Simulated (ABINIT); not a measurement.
Crystal: HfN.

```
Hf N
1.0
     0.00000    2.25600    2.25600
     2.25600    0.00000    2.25600
     2.25600    2.25600    0.00000
Hf N
1 1
Direct
  0.00000 0.00000 0.00000
  0.50000 0.50000 0.50000
```

| Quantity | Value |
| --- | --- |
| Program | ABINIT 10.8.3 (patched build) |
| Task | relaxation of cell and atoms |
| Functional | PBE |
| Potentials or basis | PseudoDojo NC SR PBE v0.4.1 standard |
| Cutoff | 1143 eV |
| k mesh | 8 × 8 × 8 |
| Occupations | fermi-dirac, width 0.05 eV |
| Spin | no spin polarisation |

At the start: pressure 6.2 GPa; volume 11.48 Å³/atom.

Problem. How do energy, volume and symmetry change on relaxing?

Solution. Over 4 steps the energy falls by 4.9 meV/atom and the volume is 11.74 Å³/atom (+2.2 %); space group Fm-3m (No. 225, to 0.05 Å).

The path:
```
step  energy change (eV)  largest force (eV/Å)  pressure (GPa)  volume (Å³)
   1              0.0000                0.0000            6.17        22.96
   2             -0.0095                0.0000            0.89        23.40
   3             -0.0097                0.0000            0.03        23.48
   4             -0.0097                0.0000            0.00        23.48
```

Final structure:
```
Hf N
1.0
     0.00000    2.27271    2.27271
     2.27271    0.00000    2.27271
     2.27271    2.27271    0.00000
Hf N
1 1
Direct
  0.00000 0.00000 0.00000
  0.50000 0.50000 0.50000
```
